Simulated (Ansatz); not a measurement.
**Two-dimensional strain map in NaCl**

These are results of Ansatz 0.2.0, DFT LDA, scalar-relativistic, plane waves, PAW, not measurements. Settings: plane waves to 420 eV, k-mesh 6×6×6 (Γ-centred), Gaussian smearing 0.05 eV. No spin polarisation. Energies are free energies at this smearing, counted from the undisturbed cell; pressure is positive in compression.

The undisturbed cell (as given, not relaxed at this level; it stands at -3.1 GPa; this CsCl-type form isn't the usual structure):

```xyz
2
Lattice="3.5022 0.0000 0.0000 0.0000 3.5022 0.0000 0.0000 0.0000 3.5022" Properties=species:S:1:pos:R:3 pbc="T T T"
Na    0.0000    0.0000    0.0000
Cl    1.7511    1.7511    1.7511
```

The cell is strained by p along both x and y and by q along z, fractional coordinates fixed. Points are written (p, q).

Energy above the undisturbed cell in meV/atom (a dash: not computed):

```csv
p \ q,-0.080,-0.040,0.000,0.040,0.080
-0.080,?,0.5,5.9,28.2,63.9
-0.040,-13.2,?,-17.2,6.4,?
0.000,1.9,-8.6,0.0,?,57.7
0.040,48.9,38.0,45.6,67.0,99.2
0.080,118.3,105.7,111.1,129.8,158.9
```

Task: Fill in the withheld energies.

Result: (-0.080, -0.080): 16.7; (-0.040, -0.040): -25.3; (-0.040, 0.080): 42.2; (0.000, 0.040): 23.2.